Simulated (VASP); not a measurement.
# SnO2 (Cassiterite) (P4_2/mnm) in VASP: a series of runs

The runs below take SnO2 (Cassiterite) through relaxation of cell and atoms, with vdW-DF2, optB86b-vdW.

All numbers are computed with VASP 6.6.1; they aren't measurements. Logs are shortened: lines on timing, memory, paths and dates and some standing lists are left out, and cuts for length are marked.

## (1) The structure

Symmetry: P4_2/mnm, No. 136, tetragonal system. The conventional cell has a = 4.738 Å, b = 4.738 Å, c = 3.187 Å, α = 90.00°, β = 90.00°, γ = 90.00°. Sn (site symmetry mmm) is surrounded by 6 O at 2.05 to 2.06 Å. O (site symmetry m2m) is surrounded by 3 Sn at 2.05 to 2.06 Å.

## (2) Relaxation of cell and atoms, vdW-DF2

INCAR reads:

```
AGGAC    = 0.0          
ALGO     = Fast           # electronic algorithm
EDIFF    = 1E-6           # SCF threshold, eV
EDIFFG   = -0.005         # ionic threshold
ENCUT    = 600            # plane-wave cutoff, eV
GGA      = ML             # functional
IBRION   = 2              # ionic algorithm
ISIF     = 3              # what is computed and relaxed
ISMEAR   = -1             # smearing method
LASPH    = True           # aspherical terms in the spheres
LCHARG   = False          # write CHGCAR
LREAL    = False          # projectors in reciprocal space
LUSE_VDW = True         
LWAVE    = False          # write WAVECAR
NELM     = 100            # most SCF steps
NSW      = 40             # ionic steps
PREC     = Accurate       # precision mode
SIGMA    = 0.05           # smearing width, eV
ZAB_VDW  = -1.8867
```

KPOINTS reads:

```
k-points
0
Gamma
  6 6 8
```

POSCAR reads:

```
SnO2
1.0
    4.7380000000      0.0000000000      0.0000000000
    0.0000000000      4.7380000000      0.0000000000
    0.0000000000      0.0000000000      3.1865000000
Sn O
2 4
Direct
    0.5000000000      0.5000000000      0.5000000000
    0.0000000000      0.0000000000      0.0000000000
    0.8071000000      0.1929000000      0.5000000000
    0.6929000000      0.6929000000      0.0000000000
    0.1929000000      0.8071000000      0.5000000000
    0.3071000000      0.3071000000      0.0000000000
```

Potentials or basis: VASP PAW PBE potentials, release 64 (Sn_d, O).

Launch:

```bash
cat potpaw_PBE.64/Sn_d/POTCAR potpaw_PBE.64/O/POTCAR > POTCAR
mpirun -np 1 vasp_std > vasp.out
```

OUTCAR:

```text
EDIFF = 1E-6
   EDIFFG = -0.005
   ENCUT = 600
   GGA = ML
   IBRION = 2
   ISIF = 3
   ISMEAR = -1
   LASPH = True
   LREAL = False
   NELM = 100
   NSW = 40
   PREC = Accurate

 ion  position               nearest neighbor table
   1  0.500  0.500  0.500-   4 2.05   6 2.05   4 2.05   6 2.05   5 2.06   3 2.06   2 3.71   2 3.71
                             2 3.71   2 3.71   2 3.71   2 3.71   2 3.71   2 3.71
   2  0.000  0.000  0.000-   3 2.05   5 2.05   3 2.05   5 2.05   4 2.06   6 2.06   1 3.71   1 3.71
                             1 3.71   1 3.71   1 3.71   1 3.71   1 3.71   1 3.71
   3  0.807  0.193  0.500-   2 2.05   2 2.05   1 2.06
   4  0.693  0.693  0.000-   1 2.05   1 2.05   2 2.06
   5  0.193  0.807  0.500-   2 2.05   2 2.05   1 2.06
   6  0.307  0.307  0.000-   1 2.05   1 2.05   2 2.06

  LATTYP: Found a simple tetragonal cell.
 ALAT       =     4.7380000000
 C/A-ratio  =     0.6725411566

  Lattice vectors:

 A1 = (   4.7380000000,   0.0000000000,   0.0000000000)
 A2 = (   0.0000000000,   4.7380000000,   0.0000000000)
 A3 = (   0.0000000000,   0.0000000000,   3.1865000000)

Analysis of symmetry for initial positions (statically):
=====================================================================
 Subroutine PRICEL returns:
 Original cell was already a primitive cell.

 Routine SETGRP: Setting up the symmetry group for a
 simple tetragonal supercell.

 Subroutine GETGRP returns: Found 16 space group operations
 (whereof  8 operations were pure point group operations)
 out of a pool of 16 trial point group operations.

The static configuration has the point symmetry D_2h.
 The point group associated with its full space group is D_4h.

Analysis of symmetry for dynamics (positions and initial velocities):
=====================================================================
 Subroutine PRICEL returns:
 Original cell was already a primitive cell.

 Routine SETGRP: Setting up the symmetry group for a
 simple tetragonal supercell.

 Subroutine GETGRP returns: Found 16 space group operations
 (whereof  8 operations were pure point group operations)
 out of a pool of 16 trial point group operations.

The dynamic configuration has the point symmetry D_2h.
 The point group associated with its full space group is D_4h.

 Subroutine INISYM returns: Found 16 space group operations
 (whereof  8 operations are pure point group operations),
 and found     1 'primitive' translations

----------------------------------------------------------------------------------------

                                     Primitive cell

  volume of cell :      71.5326

  direct lattice vectors                    reciprocal lattice vectors
     4.738000000  0.000000000  0.000000000     0.211059519  0.000000000  0.000000000
[... 114 lines left out ...]
     AMIX_MAG =   1.60;   BMIX_MAG =  1.00
  volume/ion in A,a.u.               =      11.92        80.45
  Fermi-wavevector in a.u.,A,eV,Ry     =   1.472000  2.781677 29.480903  2.166785
  Thomas-Fermi vector in A             =   2.587068
   LORBIT       =      0    0 simple, 1 ext, 2 COOP (PROOUT), +10 PAW based schemes
   GGA     = ML    functional components
   LHFCALC =     F    Hartree Fock is set to
   AEXX    =    0.0000 exact exchange contribution
   IVDW_NL    =     1    kernel type
   BPARAM     = 6.3000
   IVDW    =     0    specifies the selected vdW correction
   LEPSILON=     F    determine dielectric tensor
   LRPA    =     F    only Hartree local field effects (RPA)
 conjugate gradient relaxation of ions
 non-spin polarized calculation
 RMM-DIIS sequential band-by-band and
  energy-cutoff  :      600.00
  volume of cell :       71.53
 maximum number of plane-waves:      2409
 NGX is ok and might be reduce to    40
   NGX = 19   NGY = 19   NGZ = 13

--------------------------------------- Ionic step        1  -------------------------------------------

 number of electron      52.0000000 magnetization

 Free energy of the ion-electron system (eV)
  ---------------------------------------------------
  ext. energy  EPLUGINS =         0.00000000
  ---------------------------------------------------
  free energy    TOTEN  =       -23.03205687 eV

  energy without entropy =      -23.03205685  energy(sigma->0) =      -23.03205686

------------------------ aborting loop because EDIFF is reached ----------------------------------------

  FORCE on cell =-STRESS in cart. coord.  units (eV):
  Direction    XX          YY          ZZ          XY          YZ          ZX
  --------------------------------------------------------------------------------------
  -------------------------------------------------------------------------------------
  Total        8.4809217      8.4809217     11.5753374      0.0000000      0.0000000      0.0000000
  in kB      189.9545065    189.9545065    259.2628000      0.0000000      0.0000000      0.0000000
  external PRESSURE =     213.0572710 kB  Pullay stress =       0.0000000 kB
[... 109 lines left out ...]
  energy  without entropy=      -23.4987106979  energy(sigma->0) =      -23.49910163

Total vdW correction in eV:      9.0039239

[... ionic steps 4 to 11 ...]

--------------------------------------- Ionic step       12  -------------------------------------------

 number of electron      52.0000009 magnetization

------------------------ aborting loop because EDIFF is reached ----------------------------------------
[... 79 lines left out ...]
--------------------------------------- Ionic step       14  -------------------------------------------

 number of electron      52.0000008 magnetization

 Free energy of the ion-electron system (eV)
  ---------------------------------------------------
  ext. energy  EPLUGINS =         0.00000000
  ---------------------------------------------------
  free energy    TOTEN  =       -23.50375750 eV

  energy without entropy =      -23.50311922  energy(sigma->0) =      -23.50343836

 E-fermi :   4.9309     XC(G=0): -10.6670

 val. band max:        4.8358760024   @ k =   0.0000   0.0000   0.0000
 cond. band min:       4.9790223700   @ k =   0.0000   0.0000   0.0000
 fundamental gap:      0.1431463676
 Fermi energy:         4.9308839318

 k-point     1 :       0.0000    0.0000    0.0000
  band No.  band energies     occupation
      1     -16.1565      2.00000
      2     -15.6302      2.00000
      3     -15.5014      2.00000
      4     -15.4853      2.00000
      5     -15.4853      2.00000
      6     -15.4243      2.00000
[... 805 lines left out ...]
     30      12.9144      0.00000
     31      13.5641      0.00000

 [... further k-points ...]
[... 5 lines left out ...]
  --------------------------------------------------------------------------------------
  -------------------------------------------------------------------------------------
  Total       -0.0006295     -0.0006295     -0.0139178      0.0000000      0.0000000      0.0000000
  in kB       -0.0127123     -0.0127123     -0.2810645      0.0000000      0.0000000      0.0000000
  external PRESSURE =      -0.1021631 kB  Pullay stress =       0.0000000 kB
[... 25 lines left out ...]
  energy  without entropy=      -23.5031192192  energy(sigma->0) =      -23.50343836

Total vdW correction in eV:      9.0065764

 reached required accuracy - stopping structural energy minimisation
```

OSZICAR:

```text
N       E                     dE             d eps       ncg     rms          rms(c)
DAV:   1     0.723128908512E+03    0.72313E+03   -0.28704E+04  3345   0.287E+03
DAV:   2     0.754760437882E+02   -0.64765E+03   -0.62354E+03  3532   0.749E+02
[... 119 lines left out ...]
  13 F= -.23503739E+02 E0= -.23503415E+02  d E =-.911271E-04
       N       E                     dE             d eps       ncg     rms          rms(c)
DAV:   1    -0.235037928716E+02   -0.53577E-04   -0.68151E-03  3270   0.635E-01    0.470E-02
RMM:   2    -0.235037689588E+02    0.23913E-04   -0.12515E-04  3613   0.103E-01    0.266E-02
RMM:   3    -0.235037568361E+02    0.12123E-04   -0.39575E-05  3623   0.521E-02    0.521E-03
RMM:   4    -0.235037574952E+02   -0.65910E-06   -0.88305E-06  3581   0.240E-02
  14 F= -.23503757E+02 E0= -.23503438E+02  d E =-.187228E-04
```

CONTCAR:

```text
SnO2
   1.00000000000000
     4.8995464572466805    0.0000000000000000    0.0000000000000000
     0.0000000000000000    4.8995464572466805    0.0000000000000000
     0.0000000000000000    0.0000000000000000    3.3049402489329589
  Sn              O
     2     4
Direct
     0.5000000000000000    0.5000000000000000    0.5000000000000000
     1.0000000000000000    0.0000000000000000    0.0000000000000000
     0.8065264789679101    0.1934735210320898    0.5000000000000000
     0.6934735210320899    0.6934735210320899    1.0000000000000000
     0.1934735210320898    0.8065264789679101    0.5000000000000000
     0.3065264789679103    0.3065264789679103    0.0000000000000000

  0.00000000E+00  0.00000000E+00  0.00000000E+00
  0.00000000E+00  0.00000000E+00  0.00000000E+00
  0.00000000E+00  0.00000000E+00  0.00000000E+00
  0.00000000E+00  0.00000000E+00  0.00000000E+00
  0.00000000E+00  0.00000000E+00  0.00000000E+00
  0.00000000E+00  0.00000000E+00  0.00000000E+00
```

Run time: 15 min. Hardware: 1 thread of Intel Xeon 6975P-C (Granite Rapids), shared host; peak memory 0.54 GiB.

What came out:

```
Free energy                            : -23.5038 eV
Relaxed volume                         : 13.22 Å³/atom
Relaxed cell                           : a = 4.900 Å, b = 4.900 Å, c = 3.305 Å, α = 90.00°, β = 90.00°, γ = 90.00°
Space group after relaxing (to 0.05 Å) : P4_2/mnm (No. 136)
Energy gained by relaxing              : 78.6 meV/atom
Ionic steps                            : 14
Pressure after relaxing                : 0.0 GPa
Largest force after relaxing           : 0.003 eV/Å
Band gap on the k mesh                 : 0.14 eV, direct
```

Forces in eV/Å, atoms in the order of the input:
```
Sn   0.000  0.000  0.000
Sn   0.000  0.000  0.000
O    0.002 -0.002  0.000
O   -0.002 -0.002  0.000
O   -0.002  0.002  0.000
O    0.002  0.002  0.000
```

The path:
```csv
step,energy change (eV),largest force (eV/Å),pressure (GPa),volume (Å³)
1,0.0000,0.4694,21.31,71.53
2,0.0631,0.4580,-14.02,89.22
3,-0.4674,0.1493,-0.20,79.25
4,-0.4677,0.1408,0.15,79.09
5,-0.4676,0.1327,0.46,78.93
6,-0.4713,0.0199,0.25,79.15
7,-0.4716,0.0180,0.19,79.23
8,-0.4716,0.0206,0.18,79.24
9,-0.4717,0.0002,-0.16,79.41
10,-0.4717,0.0071,-0.02,79.35
11,-0.4717,0.0058,-0.05,79.36
12,-0.4717,0.0064,-0.07,79.35
13,-0.4717,0.0068,-0.06,79.35
14,-0.4717,0.0031,-0.01,79.34
```

Final structure:
```
Sn O
1.0
     4.89955    0.00000    0.00000
     0.00000    4.89955    0.00000
     0.00000    0.00000    3.30494
Sn O
2 4
Direct
  0.50000 0.50000 0.50000
  0.00000 0.00000 0.00000
  0.80653 0.19347 0.50000
  0.69347 0.69347 0.00000
  0.19347 0.80653 0.50000
  0.30653 0.30653 0.00000
```

Levels at points of the mesh, in eV from the valence-band top:
| k point | band 23 | band 24 | band 25 | band 26 | band 27 | band 28 | band 29 | band 30 |
| --- | --- | --- | --- | --- | --- | --- | --- | --- |
| (0.00, 0.00, 0.00) | -1.22 | -0.66 | -0.66 | 0.00 | 0.14 | 5.14 | 5.90 | 5.90 |
| (0.50, 0.00, 0.00) | -1.16 | -1.16 | -0.55 | -0.55 | 3.36 | 3.36 | 6.56 | 6.56 |
| (0.50, 0.50, 0.00) | -1.28 | -1.28 | -0.78 | -0.78 | 3.70 | 3.70 | 6.84 | 6.84 |
| (0.00, 0.00, 0.50) | -1.39 | -1.39 | -1.07 | -1.07 | 4.98 | 4.98 | 9.15 | 9.15 |
| (0.50, 0.00, 0.50) | -0.92 | -0.92 | -0.73 | -0.73 | 5.21 | 5.21 | 7.43 | 7.43 |
| (0.50, 0.50, 0.50) | -0.84 | -0.84 | -0.70 | -0.70 | 3.91 | 3.91 | 8.41 | 8.41 |

Caveat: the PAW data sets were made with another functional, which shifts forces and pressure a little; spin-orbit coupling is left out, which moves the levels of the heavy elements; the volume moved by +11 % from the deposited cell, more than functionals usually miss. Zero-point motion and thermal expansion aren't in these numbers.

## (3) Relaxation of cell and atoms, optB86b-vdW

INCAR reads:

```
PREC     = Accurate       # precision mode
ENCUT    = 600            # plane-wave cutoff, eV
EDIFF    = 1E-7           # SCF threshold, eV
ISMEAR   = -1             # smearing method
SIGMA    = 0.05           # smearing width, eV
LREAL    = F              # projectors in reciprocal space
LASPH    = T              # aspherical terms in the spheres
NELM     = 60             # most SCF steps
ALGO     = Fast           # electronic algorithm
ISIF     = 3              # what is computed and relaxed
LWAVE    = F              # write WAVECAR
LCHARG   = F              # write CHGCAR
GGA      = MK             # functional
LUSE_VDW = T            
AGGAC    = 0.0          
PARAM1   = 0.1234       
PARAM2   = 1.0          
IBRION   = 2              # ionic algorithm
NSW      = 40             # ionic steps
EDIFFG   = -0.02          # ionic threshold
```

KPOINTS reads:

```
Automatic mesh
0
Gamma
  6 6 8
```

POSCAR is that of step 2.

Potentials or basis: VASP PAW PBE potentials, release 64 (Sn_d, O).

Launch:

```bash
cat potpaw_PBE.64/Sn_d/POTCAR potpaw_PBE.64/O/POTCAR > POTCAR
mpirun -np 1 vasp_std > vasp.out
```

Run time: 5.9 min. Hardware: 1 thread of Intel Xeon 6975P-C (Granite Rapids), shared host; peak memory 0.53 GiB.

It converged, with:

| Item | Value |
| --- | --- |
| Free energy | -25.0870 eV |
| Relaxed volume | 12.36 Å³/atom |
| Relaxed cell | a = 4.787 Å, b = 4.787 Å, c = 3.236 Å, α = 90.00°, β = 90.00°, γ = 90.00° |
| Space group after relaxing (to 0.05 Å) | P4_2/mnm (No. 136) |
| Energy gained by relaxing | 11.8 meV/atom |
| Ionic steps | 4 |
| Pressure after relaxing | 0.1 GPa |
| Band gap on the k mesh | 0.82 eV, direct |

Stress tensor (GPa, compression positive):
```
 0.16  0.00  0.00
 0.00  0.16  0.00
 0.00  0.00 -0.05
```

Step by step:
```csv
step,energy change (eV),largest force (eV/Å),pressure (GPa),volume (Å³)
1,0.0000,0.3011,8.10,71.53
2,0.0471,0.3002,-8.71,77.95
3,-0.0708,0.0036,-0.08,74.22
4,-0.0708,0.0016,0.09,74.16
```

Final structure:
```yaml
crystal:
  lattice:
    - [4.78706, 0.00000, 0.00000]
    - [0.00000, 4.78706, 0.00000]
    - [0.00000, 0.00000, 3.23638]
  atoms:
    - { symbol: Sn, position: [0.50000, 0.50000, 0.50000] }
    - { symbol: Sn, position: [0.00000, 0.00000, 0.00000] }
    - { symbol: O, position: [0.80617, 0.19383, 0.50000] }
    - { symbol: O, position: [0.69383, 0.69383, 0.00000] }
    - { symbol: O, position: [0.19383, 0.80617, 0.50000] }
    - { symbol: O, position: [0.30617, 0.30617, 0.00000] }
```

Levels at points of the mesh, in eV from the valence-band top:
```
           k point  band 24  band 25  band 26  band 27  band 28  band 29
(0.00, 0.00, 0.00)    -0.74    -0.74     0.00     0.82     5.75     6.09
(0.50, 0.00, 0.00)    -1.20    -0.60    -0.60     4.03     4.03     6.82
(0.50, 0.50, 0.00)    -1.33    -0.86    -0.86     4.41     4.41     7.22
(0.00, 0.00, 0.50)    -1.58    -1.20    -1.20     5.73     5.73     9.50
(0.50, 0.00, 0.50)    -1.04    -0.72    -0.72     6.00     6.00     7.80
(0.50, 0.50, 0.50)    -0.92    -0.79    -0.79     4.48     4.48     8.69
```

Caveat: the PAW data sets were made with another functional, which shifts forces and pressure a little; spin-orbit coupling is left out, which moves the levels of the heavy elements. Zero-point motion and thermal expansion aren't in these numbers.

## (4) The reference run

An earlier run on the cell as given: functional PBEsol; potentials or basis VASP PAW PBE potentials, release 64 (Sn_d, O); cutoff 520 eV; k mesh 6 × 6 × 8; occupations fermi-dirac, width 0.05 eV; no spin polarisation.

- Pressure: 5.4 GPa
- Largest force: 0.229 eV/Å
- Band gap on the k mesh: 1.18 eV, direct

## (5) Summary

```tsv
task	level	cell	cutoff (eV)	ladder	gap on the mesh (eV)	pressure (GPa)	relaxed volume (Å³/atom)
relaxation of cell and atoms	vdW-DF2	relaxed	600	-	0.14	0.0	13.22
relaxation of cell and atoms	optB86b-vdW	relaxed	600	-	0.82	0.1	12.36
single point	PBEsol	as given	520	free	1.18	5.4	-
```

Alike in all rows: potentials or basis VASP PAW PBE potentials, release 64 (Sn_d, O); no spin polarisation; k mesh 6 × 6 × 8; smearing fermi-dirac 0.05 eV.

Caveats: the PAW data sets were made with another functional, which shifts forces and pressure a little; spin-orbit coupling is left out, which moves the levels of the heavy elements; the volume moved by +11 % from the deposited cell, more than functionals usually miss (some runs).

Absolute energies hang on the potentials; compare differences alone.
